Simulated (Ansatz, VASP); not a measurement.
## Two plane-wave programs on InSe

INCAR

```
SYSTEM = InSe
ALGO     = Normal         ! electronic algorithm
DIPOL    = 0.5 0.5 0.500
EDIFF    = 1E-6           ! SCF threshold, eV
ENCUT    = 520            ! plane-wave cutoff, eV
GGA      = PE             ! functional
IDIPOL   = 3            
ISIF     = 2              ! what is computed and relaxed
ISMEAR   = 0              ! smearing method
IVDW     = 12             ! dispersion correction
LASPH    = .True.         ! aspherical terms in the spheres
LCHARG   = .True.         ! write CHGCAR
LDIPOL   = .True.       
LELF     = .True.         ! ELF
LREAL    = .False.        ! projectors in reciprocal space
LVACPOTAV= .True.       
LVHAR    = .True.       
LWAVE    = .False.        ! write WAVECAR
NBANDS   = 27             ! bands
NELM     = 100            ! most SCF steps
PREC     = Accurate       ! precision mode
SIGMA    = 0.1            ! smearing width, eV
```

The input KPOINTS:

```
k-points
0
Gamma
  6 6 1
  0 0 0
```

File POSCAR:

```
InSe
1.0
    4.0369774491      0.0000000000      0.0000000000
   -2.0184887246      3.4961250254      0.0000000000
    0.0000000000      0.0000000000     36.7193937277
Se In
2 2
Direct
    0.0000000000      0.0000000000      0.4270181732
    0.0000000000      0.0000000000      0.5729818268
    0.6666666667      0.3333333333      0.4619371537
    0.6666666667      0.3333333333      0.5380089368
```

Input for Ansatz:

```yaml
crystal:
  lattice:
    - [4.0369774518, 0.0, 0.0]
    - [-2.0184887259, 3.4961250278, 0.0]
    - [0.0, 0.0, 36.7193937139]
  atoms:
    - { symbol: Se, position: [0.0, 0.0, 0.4270181733] }
    - { symbol: In, position: [0.6666666667, 0.3333333333, 0.4619371537] }
    - { symbol: In, position: [0.6666666667, 0.3333333333, 0.5380089368] }
    - { symbol: Se, position: [0.0, 0.0, 0.5729818267] }
  periodic: [true, true, false]
basis:
  ecutwfc: 420
kpoints:
  mp_grid: { grid: [6, 6, 1] }
hamiltonian:
  xc: pbe
  dispersion: d3bj
scf:
  occupations: { method: gaussian, width: 0.1 }
output:
  forces: true
  stress: true
  eigenvalues: true
```

Alike in both runs: task single point; functional PBE; dispersion D3(BJ); k mesh 6 × 6 × 1; occupations gaussian, width 0.1 eV; no spin polarisation.

```csv
,VASP,Ansatz
version,VASP 6.6.1,Ansatz 0.2.0
potentials or method,"VASP PAW PBE potentials, release 64 (Se, In_d)","scalar-relativistic, plane waves, PAW"
plane-wave cutoff (eV),520,420
valence electrons in the cell,38,58
```

VASP gave:

```
gap on the k mesh at the Fermi level (eV) : 1.56
least direct gap on the mesh (eV)         : 1.63
rms of the force components (eV/Å)        : 0.030
```

Question: What did Ansatz give for the same quantities?

Answer: gap on the k mesh at the Fermi level (eV): 1.57; least direct gap on the mesh (eV): 1.64; rms of the force components (eV/Å): 0.022.

The two sets of potentials don't hold the same shells in valence.

Caveats: spin-orbit coupling is left out, which moves the levels of the heavy elements. Expect the measured gap to be larger: semilocal functionals such as PBE lack the derivative discontinuity.
